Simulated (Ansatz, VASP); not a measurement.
# Two plane-wave programs on SiN

```xyz
2
Lattice="0.0000 2.1292 2.1292 2.1292 0.0000 2.1292 2.1292 2.1292 0.0000" Properties=species:S:1:pos:R:3 pbc="T T T"
Si    0.0000    0.0000    0.0000
N     2.1292    2.1292    2.1292
```

Alike in both runs: functional PBE; k mesh 16 × 16 × 16; occupations fermi-dirac, width 0.15 eV; no spin polarisation.

Ansatz relaxed the structure, and its values are those at the end. VASP's run is a single point on that final structure, the one shown.

|  | VASP | Ansatz |
| --- | --- | --- |
| version | VASP 6.6.1 | Ansatz 0.2.0 |
| potentials or method | VASP PAW PBE potentials, release 64 (Si, N) | scalar-relativistic, plane waves, PAW |
| plane-wave cutoff (eV) | 520 | 420 |
| valence electrons in the cell | 9 | 9 |

```csv
,VASP,Ansatz,Ansatz less VASP
gap on the k mesh at the Fermi level (eV),none,none,-
pressure (GPa),0.0,0.0,+0.01
```

A gap of «none» marks a metal or a gap that the smearing closes.
